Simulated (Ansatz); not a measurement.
Sb2Te3 (Bi2Te3 type, space group R-3m)

```
CELL_PARAMETERS angstrom
      2.13805     1.23440     9.94161
     -2.13805     1.23440     9.94161
      0.00000    -2.46881     9.94161
ATOMIC_POSITIONS crystal
  Sb 0.39906 0.39906 0.39906
  Sb 0.60094 0.60094 0.60094
  Te 0.00000 0.00000 0.00000
  Te 0.21017 0.21017 0.21017
  Te 0.78983 0.78983 0.78983
```

Equation-of-state scan: isotropic scaling of the cell above, V₀ being its volume. The atoms relax within the cell's symmetry.

The numbers are results of PBE-D3(BJ) (plane waves to 420 eV, PAW, scalar-relativistic; Ansatz, a program for electronic structure), not measurements. k mesh 9×9×9 (Γ-centred), Fermi-Dirac smearing 0.05 eV. Stress and pressure are positive under compression. Sb2Te3 was relaxed with its symmetry unable to fall. Spin-orbit coupling is left out, though Sb and Te are heavy.

At one point of the scan the stress tensor (GPa) is:

```
  -0.50     0.00     0.00
   0.00    -0.50     0.00
   0.00     0.00    -0.41
```

**Question.** Which point is it?
A) V/V₀ = 1.012
B) V/V₀ = 1.024
C) V/V₀ = 1.036
D) V/V₀ = 1.048

**Answer.** A, V/V₀ = 1.012

(Under strain, the slope of the energy per volume gives the stress and its curvature an elastic modulus.)
